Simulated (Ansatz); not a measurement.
# Tc under changes of volume

One of the cells (14.297 Å³/atom); the others are scaled copies at fixed shape and fractional positions:

```
CELL_PARAMETERS angstrom
2.74000 0.00000 0.00000
-1.37000 2.37291 0.00000
0.00000 0.00000 4.39800
ATOMIC_POSITIONS crystal
Tc 0.66667 0.33333 0.75000
Tc 0.33333 0.66667 0.25000
```

| Quantity | Value |
| --- | --- |
| Program | Ansatz 0.2.0 |
| Functional | LDA |
| Potentials or basis | Ansatz PAW earlier set |
| Cutoff | 500 eV (not typed: the program's choice for these potentials) |
| k mesh | 11 × 11 × 6 |
| Occupations | fermi-dirac, width 0.05 eV |
| Spin | no spin polarisation |

```tsv
volume (Å³/atom)	energy over the lowest point (meV/atom)	pressure (GPa)
13.440	8.49	8.7
13.726	0.00	1.0
14.011	4.42	-5.8
14.297	?	?
14.583	46.66	-17.4
14.869	82.14	-22.2
15.155	125.82	-26.5
```

Q: What does the run at 14.297 Å³/atom give?

A: Energy over the lowest point 20.39 meV/atom; pressure -11.9 GPa.

Worked out: A Birch-Murnaghan fit of order 3 (a polynomial in V^(-2/3)) to the other rows has its minimum at 13.77 Å³/atom with B0 = V·E''(V) = 343 GPa and B' = 4.5 at fixed shape and positions, which overstates the stiffness. It gives 20.39 meV/atom at 14.297 Å³/atom, against the run's 20.39, and -dE/dV = -11.9 GPa, against -11.9.

Energies are extrapolated to zero smearing.

Caveats: the PAW data sets come from PBE, with cores solved anew for the run's functional, which leaves a small shift of forces and pressure.
